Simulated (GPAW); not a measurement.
# GaSb (F-43m) in GPAW: notebook

Aim: see how the results for GaSb move with the level of theory and the settings. Levels: r2SCAN, RPBE, TPSS. Tasks: band structure.

Everything below comes from runs of GPAW 26.7.0. Logs are shortened: lines on timing, memory, paths and dates and some standing lists are left out, and cuts for length are marked. The log counts tension as positive stress, the text compression.

**Measured values to compare with.**

From a printed reference work, data compilation, for a bulk crystal of GaSb at 4.2 K: band gap 0.811 eV (direct).

The runs below are set against these values where they give the same quantity.

### 1 Starting point

The structure is cubic, space group F-43m (No. 216). The conventional cell has a = 6.118 Å, b = 6.118 Å, c = 6.118 Å, α = 90.00°, β = 90.00°, γ = 90.00°. Sb (site symmetry -43m) is surrounded by 4 Ga at 2.65 Å. Around Ga (site symmetry -43m) lie 4 Sb at 2.65 Å.

### 2 Band structure, r2SCAN, spin-orbit coupling, no magnetisation

Contents of run.py:

```python
import numpy as np
from ase.dft.bandgap import bandgap
from ase.io import read, write
from ase.units import GPa
from gpaw import GPAW, PW
from gpaw.spinorbit import soc_eigenstates

atoms = read('GaSb.cif')

calc = GPAW(mode=PW(600),
            xc='MGGA_X_R2SCAN+MGGA_C_R2SCAN',
            kpts={'size': (6, 6, 6), 'gamma': True},
            occupations={'name': 'fermi-dirac', 'width': 0.05},
            nbands=18,
            convergence={'density': 1e-05, 'energy': 1e-05},
            maxiter=150,
            txt='gpaw.txt')
atoms.calc = calc
energy = atoms.get_potential_energy()
forces = atoms.get_forces()
stress = atoms.get_stress()
calc.write('gs.gpw')
write('result.traj', atoms)
print(f'Energy: {energy:.6f} eV')
print('Forces (eV/A):')
print(forces.round(4))
print('Stress (GPa):', (stress / GPa).round(3))
print('Fermi level:', round(calc.get_fermi_level(), 4), 'eV')
print(f'Gap: {bandgap(calc)[0]:.4f} eV, direct: {bandgap(calc, direct=True)[0]:.4f} eV')

path = atoms.cell.bandpath('GXWKGLUWLK,UX', npoints=100, eps=1e-4)
bs_calc = calc.fixed_density(kpts=path, symmetry='off', nbands=30,
                             convergence={'bands': 'CBM+6.0', 'eigenstates': 1e-6}, txt='bands.txt')
bs = bs_calc.band_structure()
bs.write('bs.json')
print(f'Gap on the path: {bandgap(bs_calc)[0]:.4f} eV')

soc = soc_eigenstates(bs_calc, theta=54.7, phi=45, ignore_xc_potential=True)
np.savetxt('soc_bands.dat', soc.eigenvalues(), fmt='%.4f')
mesh = soc_eigenstates('gs.gpw', theta=54.7, phi=45, ignore_xc_potential=True)
np.savetxt('soc_mesh.dat', mesh.eigenvalues(), fmt='%.4f')
print('Fermi level with spin-orbit coupling:', round(mesh.fermi_level, 4), 'eV')
```

Contents of GaSb.cif:

```cif
data_GaSb
_cell_length_a 4.32607929
_cell_length_b 4.32607929
_cell_length_c 4.32607929
_cell_angle_alpha 60.00000000
_cell_angle_beta 60.00000000
_cell_angle_gamma 60.00000000
_space_group_name_H-M_alt 'P1'
_space_group_name_Hall 'P 1'
_space_group_IT_number 1
loop_
_space_group_symop_operation_xyz
'x,y,z'
loop_
_atom_site_label
_atom_site_type_symbol
_atom_site_symmetry_multiplicity
_atom_site_Wyckoff_symbol
_atom_site_fract_x
_atom_site_fract_y
_atom_site_fract_z
_atom_site_occupancy
Sb1 Sb 1 a 0.7500000000 0.7500000000 0.7500000000 1
Ga1 Ga 1 a 0.0000000000 0.0000000000 0.0000000000 1
```

Potentials or basis: GPAW PAW data sets (gpaw-data 1.2.1), pw.

Command:

```bash
$ OMP_NUM_THREADS=1 python run.py
```

gpaw.txt:

```text
__  _  _
 | _ |_)|_||  |
 |__||  | ||/\| - 26.7.0

Input parameters:
  mode=PW(ecut=600.0),
  convergence={'density': 1e-05, 'energy': 1e-05},
  kpts=MonkhorstPack(size=(6, 6, 6), gamma=True),
  maxiter=150,
  nbands=18,
  occupations=Occupations(name='fermi-dirac', width=0.05),
  xc=XC(name='MGGA_X_R2SCAN+MGGA_C_R2SCAN')

Diagonalizing LCAO Hamiltonian
Converting LCAO to pw mode

                          Sb

       Ga

Atoms  # Å, Bohr magnetons
|   | symbol |        x |        y |        z |    initial magnetic moments |
|---|--------|----------|----------|----------|-----------------------------|
| 0 |     Sb | 6.489119 | 3.746495 | 2.649172 | ( 0.0000,  0.0000,  0.0000) |
| 1 |     Ga | 0.000000 | 0.000000 | 0.000000 | ( 0.0000,  0.0000,  0.0000) |

Unit cell  # Å
| periodic |        x |        y |        z |  lengths |    angles |
|----------|----------|----------|----------|----------|-----------|
|      yes | 4.326079 | 0.000000 | 0.000000 | 4.326079 | 60.000000 |
|      yes | 2.163040 | 3.746495 | 0.000000 | 4.326079 | 60.000000 |
|      yes | 2.163040 | 1.248832 | 3.532229 | 4.326079 | 60.000000 |

Number of symmetries: 24
Symmetry operations  # r_c * U_cc + t_c -> r_c
|    | kind |            matrix            |
|----|------|------------------------------|
|  0 |  E   |  1, 0, 0,  0, 1, 0,  0, 0, 1 |
|  1 |  σ   |  1, 0, 0,  0, 0, 1,  0, 1, 0 |
|  2 |  σ   |  1, 0,-1,  0, 1,-1,  0, 0,-1 |
|  3 |  C3  |  1, 0,-1,  0, 0,-1,  0, 1,-1 |
|  4 |  C3  |  1,-1, 0,  0,-1, 1,  0,-1, 0 |
|  5 |  σ   |  1,-1, 0,  0,-1, 0,  0,-1, 1 |
|  6 |  σ   |  0, 1, 0,  1, 0, 0,  0, 0, 1 |
|  7 |  C3  |  0, 1, 0,  0, 0, 1,  1, 0, 0 |
|  8 |  C2  |  0, 1,-1,  1, 0,-1,  0, 0,-1 |
|  9 |  S4  |  0, 1,-1,  0, 0,-1,  1, 0,-1 |
| 10 |  C3  |  0, 0, 1,  1, 0, 0,  0, 1, 0 |
| 11 |  σ   |  0, 0, 1,  0, 1, 0,  1, 0, 0 |
| 12 |  S4  |  0, 0,-1,  1, 0,-1,  0, 1,-1 |
| 13 |  C3  |  0, 0,-1,  0, 1,-1,  1, 0,-1 |
| 14 |  S4  |  0,-1, 1,  1,-1, 0,  0,-1, 0 |
| 15 |  C2  |  0,-1, 1,  0,-1, 0,  1,-1, 0 |
| 16 |  C3  |  0,-1, 0,  1,-1, 0,  0,-1, 1 |
| 17 |  S4  |  0,-1, 0,  0,-1, 1,  1,-1, 0 |
| 18 |  S4  | -1, 1, 0, -1, 0, 1, -1, 0, 0 |
| 19 |  C3  | -1, 1, 0, -1, 0, 0, -1, 0, 1 |
| 20 |  C3  | -1, 0, 1, -1, 1, 0, -1, 0, 0 |
| 21 |  S4  | -1, 0, 1, -1, 0, 0, -1, 1, 0 |
| 22 |  σ   | -1, 0, 0, -1, 1, 0, -1, 0, 1 |
| 23 |  C2  | -1, 0, 0, -1, 0, 1, -1, 1, 0 |

BZ-sampling:
  Number of BZ points: 216
  Number of IBZ points: 16

  Monkhorst-Pack size: [6, 6, 6]
  Monkhorst-Pack shift: [0.08333333333333333, 0.08333333333333333, 0.08333333333333333]

K-points  # in reciprocal-cell coordinates
|     |                                coordinates |     weight |
|-----|--------------------------------------------|------------|
|   0 | (  0.00000000,   0.00000000,   0.00000000) | 0.00462963 |
|   1 | (  0.16666667,   0.16666667,   0.00000000) | 0.02777778 |
|   2 | (  0.16666667,   0.16666667,   0.16666667) | 0.03703704 |
|   3 | (  0.33333333,   0.16666667,   0.16666667) | 0.05555556 |
|   4 | (  0.33333333,   0.33333333,  -0.33333333) | 0.05555556 |
|   5 | (  0.33333333,   0.33333333,   0.00000000) | 0.02777778 |
|   6 | (  0.33333333,   0.33333333,   0.16666667) | 0.11111111 |
|   7 | (  0.33333333,   0.33333333,   0.33333333) | 0.03703704 |
|   8 | (  0.50000000,   0.33333333,  -0.33333333) | 0.11111111 |
|   9 | (  0.50000000,   0.33333333,  -0.16666667) | 0.05555556 |
| ... |                                            |            |
|  15 | (  0.50000000,   0.50000000,   0.50000000) | 0.01851852 |

Plane wave coefficients: 1932
Cutoff: 600.0 eV

Spin-components: 1 (collinear spins)
Bands:           18
Projectors:      11
Spin-degeneracy: 2
Datatype:        complex128

Parallelization:
  kpt:    1
  domain: 1
  band:   1

Density:
  Valence electrons: 18.0
  Components: 1
  Grid points: [25 25 25]
  Charge: 0.0  # |e|

Potential:
  Grid points: [25 25 25]

species:
  Sb:
    name:    Antimony
    Z:       51.0
    valence: 15
    core:    36
    charge:  0.0  # [|e|]
    compensation charges:
      type: gauss
      rc: 0.36  # [Å]
      lmax: 2
    cutoffs:
      filter: 2.23  # [Å]
      core: 2.23  # [Å]
    projectors
    | kind |    occ | energy [eV] | rcut [Å] |
    |------|--------|-------------|----------|
    |   5s |  2.000 |     -12.815 |    1.154 |
    |   5p |  3.000 |      -4.830 |    1.233 |
    |   4d | 10.000 |     -33.514 |    1.196 |
    |    s |        |      14.396 |    1.154 |
    |    p |        |      22.381 |    1.233 |
    |    d |        |      -6.303 |    1.196 |

    Using partial waves for Sb as LCAO basis

  Ga:
    name:    Gallium
    Z:       31.0
    valence: 3
    core:    28
    charge:  0.0  # [|e|]
    compensation charges:
      type: gauss
      rc: 0.37  # [Å]
      lmax: 2
    cutoffs:
      filter: 2.06  # [Å]
      core: 4.17  # [Å]
    projectors
    | kind |    occ | energy [eV] | rcut [Å] |
    |------|--------|-------------|----------|
    |   4s |  2.000 |      -8.945 |    1.164 |
    |   4p |  1.000 |      -2.580 |    1.164 |
    |    s |        |      18.266 |    1.164 |
    |    p |        |      24.631 |    1.164 |
    |    d |        |       0.000 |    1.164 |

    Using partial waves for Ga as LCAO basis

Reference energy: -229166.229777  # eV

eigensolver:
  PPCG
  Converge bands: occupied
  niter=2

density mixing:
  MSR1-Mixer
  Pratt-step length: 0.05
  Maximum mixing coefficient: 0.75
  Old densities: 10
  SVD Regularization: 0.005
  Good broyden scale: 1.0
  Trust region scale: 1.0
  Backstep threshold: 4.0
  History deletion threshold: 6.0
  Fourier metric: weight=20.0, sigma=0.015

occupation numbers:
  Fermi-Dirac:
    width: 0.0500  # eV

poisson solver:
  ecut: 4800.0  # eV

xc functional:
  name: MGGA_X_R2SCAN+MGGA_C_R2SCAN with 2 nearest neighbor stencil

convergence criteria:
- Maximum integral of absolute [dens]ity change: 1e-05 electrons / valence electron
- Maximum [total energy] change in last 3 cyles: 1e-05 eV / valence electron
- Maximum integral of absolute [eigenst]ate change: 4e-08 eV^2 / valence electron
maximum number of iterations: 150

SCF iterations
|iter     | |      energy | eigst |  dens |
|---------|-|-------------|-------|-------|
|iter:   1| |  -31.525742 | +0.22 |       |
|iter:   2| |  -29.917227 | -1.01 | -1.31 |
|iter:   3| |-4053753.039970 | +6.39 | -1.29 |
|iter:   4| |   21.264347 | +3.85 | +2.37 |
|iter:   5| |  -29.690871 | +1.41 | -0.74 |
|iter:   6| |  -29.995880 | -0.03 | -1.48 |
|iter:   7| |  -29.998039 | -1.45 | -1.69 |
|iter:   8| |  -29.986005 | -2.38 | -1.70 |
|iter:   9| |  -29.988217 | -3.48 | -1.92 |
|iter:  10| |  -29.989317 | -3.31 | -2.17 |
|iter:  11| |  -29.989478 | -4.17 | -2.83 |
|iter:  12| |  -29.989445c| -5.11 | -2.71 |
|iter:  13| |  -29.989402c| -5.02 | -2.82 |
|iter:  14| |  -29.989402c| -5.65 | -3.27 |
|iter:  15| |  -29.989403c| -6.54 | -3.87 |
|iter:  16| |  -29.989403c| -7.70c| -4.87 |
|iter:  17| |  -29.989403c| -8.44c| -5.57c|

Converged in 17 steps
Energy contributions relative to reference atoms: (reference = -229166.229777)

Energy contributions:
  Kinetic:          12.359261
  Coulomb:         -10.479010
  Zero:             -0.008342
  External:          0.000000
  Xc:              -31.861282
  Entropy:          -0.000060
  Spinorbit:         0.000000
  ----------------------------
  Free energy:     -29.989433
  Extrapolated:    -29.989403

dipole moment: (-15.588690, -9.000135, -6.364056)  # |e|*Ang

Fermi level: 4.971
Eigenvalues  # (at kpt = [0.000, 0.000, 0.000])
| band index |      eig [eV] | occ [0-2] |
|------------|---------------|-----------|
|          0 |       -24.787 |     2.000 |
|          1 |       -24.787 |     2.000 |
|          2 |       -24.787 |     2.000 |
|          3 |       -24.763 |     2.000 |
|          4 |       -24.762 |     2.000 |
|          5 |        -7.199 |     2.000 |
[... 10 lines left out ...]
|         16 |        14.886 |     0.000 |
|         17 |        14.886 |     0.000 |

Gap: 0.514 eV
Transition (v -> c):
  (s=0, k=0, n=8, [0.00, 0.00, 0.00]) -> (s=0, k=0, n=9, [0.00, 0.00, 0.00])
No difference between direct/indirect transitions

Forces  # eV/Ang
|       x |        y |        z |
|---------|----------|----------|
| 0.00000 |  0.00000 |  0.00000 |  # Sb   0
| 0.00000 | -0.00000 | -0.00000 |  # Ga   1

Stress tensor  # eV/Ang^3
|         x |         y |         z |
|-----------|-----------|-----------|
| -0.001090 | -0.000000 |  0.000000 |
| -0.000000 | -0.001090 | -0.000000 |
|  0.000000 | -0.000000 | -0.001090 |

# Writing to gs.gpw (mode='')
```

Run time: 94 s. Hardware: 1 thread of Intel Xeon 6975P-C (Granite Rapids), shared host; peak memory 0.46 GiB.

What came out:

- Free energy: -29.9894 eV
- Pressure: 0.2 GPa
- Band gap on the k mesh: 0.26 eV, direct
- Band gap along the path: 0.26 eV, direct

Levels at the corners of the path, in eV from the valence-band top:
| point | band 15 | band 16 | band 17 | band 18 | band 19 | band 20 | band 21 | band 22 |
| --- | --- | --- | --- | --- | --- | --- | --- | --- |
| Γ | 0.00 | 0.00 | 0.00 | 0.00 | 0.26 | 0.26 | 2.63 | 2.63 |
| X | -3.07 | -3.07 | -2.79 | -2.79 | 0.90 | 0.90 | 1.26 | 1.26 |
| W | -3.93 | -3.58 | -3.46 | -3.44 | 3.57 | 3.98 | 4.40 | 4.45 |
| K | -4.11 | -3.88 | -2.54 | -2.51 | 1.41 | 1.44 | 3.92 | 4.06 |
| Γ | 0.00 | 0.00 | 0.00 | 0.00 | 0.26 | 0.26 | 2.63 | 2.63 |
| L | -1.68 | -1.68 | -1.24 | -1.24 | 0.48 | 0.48 | 3.75 | 3.75 |
| U | -4.11 | -3.88 | -2.54 | -2.51 | 1.41 | 1.44 | 3.92 | 4.06 |
| W | -3.93 | -3.58 | -3.46 | -3.44 | 3.57 | 3.98 | 4.40 | 4.45 |
| L | -1.68 | -1.68 | -1.24 | -1.24 | 0.48 | 0.48 | 3.75 | 3.75 |
| K | -4.11 | -3.88 | -2.54 | -2.51 | 1.41 | 1.44 | 3.92 | 4.06 |
| U | -4.11 | -3.88 | -2.54 | -2.51 | 1.41 | 1.44 | 3.92 | 4.06 |
| X | -3.07 | -3.07 | -2.79 | -2.79 | 0.90 | 0.90 | 1.26 | 1.26 |

Caveat: spin-orbit coupling was added after a scalar SCF, so levels and gaps hold it while energy, forces, pressure and moments don't; this program's spin-orbit splittings come out too wide for heavy elements; the PAW data sets were made with another functional, which shifts forces and pressure a little.

### 3 Band structure, RPBE, spin-orbit coupling, no magnetisation

run.py, as its differences from that of step 2:

```diff
@@ -7,6 +7,6 @@
 
-atoms = read('GaSb.cif')
+atoms = read('POSCAR')
 
 calc = GPAW(mode=PW(600),
-            xc='MGGA_X_R2SCAN+MGGA_C_R2SCAN',
+            xc='RPBE',
             kpts={'size': (6, 6, 6), 'gamma': True},
@@ -30,3 +30,3 @@
 
-path = atoms.cell.bandpath('GXWKGLUWLK,UX', npoints=100, eps=1e-4)
+path = atoms.cell.bandpath('GXWKGLUWLK,UX', npoints=80, eps=1e-4)
 bs_calc = calc.fixed_density(kpts=path, symmetry='off', nbands=30,
@@ -37,5 +37,5 @@
 
-soc = soc_eigenstates(bs_calc, theta=54.7, phi=45, ignore_xc_potential=True)
+soc = soc_eigenstates(bs_calc, theta=0, phi=0)
 np.savetxt('soc_bands.dat', soc.eigenvalues(), fmt='%.4f')
-mesh = soc_eigenstates('gs.gpw', theta=54.7, phi=45, ignore_xc_potential=True)
+mesh = soc_eigenstates('gs.gpw', theta=0, phi=0)
 np.savetxt('soc_mesh.dat', mesh.eigenvalues(), fmt='%.4f')
```

Contents of POSCAR:

```
GaSb
1.0
    0.0000000000      3.0590000000      3.0590000000
    3.0590000000      0.0000000000      3.0590000000
    3.0590000000      3.0590000000      0.0000000000
Sb Ga
1 1
Direct
    0.7500000000      0.7500000000      0.7500000000
    0.0000000000      0.0000000000      0.0000000000
```

Potentials or basis: the program's PAW data sets (release 1.2.1) made for this functional, pw.

Command:

```bash
$ OMP_NUM_THREADS=1 python run.py
```

Run time: 23 s. Hardware: 1 thread of Intel Xeon 6975P-C (Granite Rapids), shared host; peak memory 0.31 GiB.

The run converged. Its results:

```
Free energy             : -6.9248 eV
Pressure                : 4.0 GPa
Band gap along the path : none (metal or under the smearing width)
```

Levels at the corners of the path, in eV from the Fermi level:
```csv
point,band 15,band 16,band 17,band 18,band 19,band 20,band 21,band 22
Γ,-0.08,-0.08,-0.02,-0.02,-0.02,-0.02,2.41,2.41
X,-2.97,-2.97,-2.69,-2.69,0.74,0.74,1.10,1.10
W,-3.81,-3.45,-3.34,-3.31,3.25,3.67,4.16,4.18
K,-3.97,-3.74,-2.45,-2.43,1.23,1.26,3.62,3.77
Γ,-0.08,-0.08,-0.02,-0.02,-0.02,-0.02,2.41,2.41
L,-1.65,-1.65,-1.20,-1.20,0.26,0.26,3.48,3.48
U,-3.97,-3.74,-2.45,-2.43,1.23,1.26,3.62,3.77
W,-3.81,-3.45,-3.34,-3.31,3.25,3.67,4.16,4.18
L,-1.65,-1.65,-1.20,-1.20,0.26,0.26,3.48,3.48
K,-3.97,-3.74,-2.45,-2.43,1.23,1.26,3.62,3.77
U,-3.97,-3.74,-2.45,-2.43,1.23,1.26,3.62,3.77
X,-2.97,-2.97,-2.69,-2.69,0.74,0.74,1.10,1.10
```

Caveat: spin-orbit coupling was added after a scalar SCF, so levels and gaps hold it while energy, forces, pressure and moments don't; this program's spin-orbit splittings come out too wide for heavy elements; this crystal is a semiconductor, whose small gap the functional closes, so the metal is an error of the method.

(Part 1 of 2 ends here.)
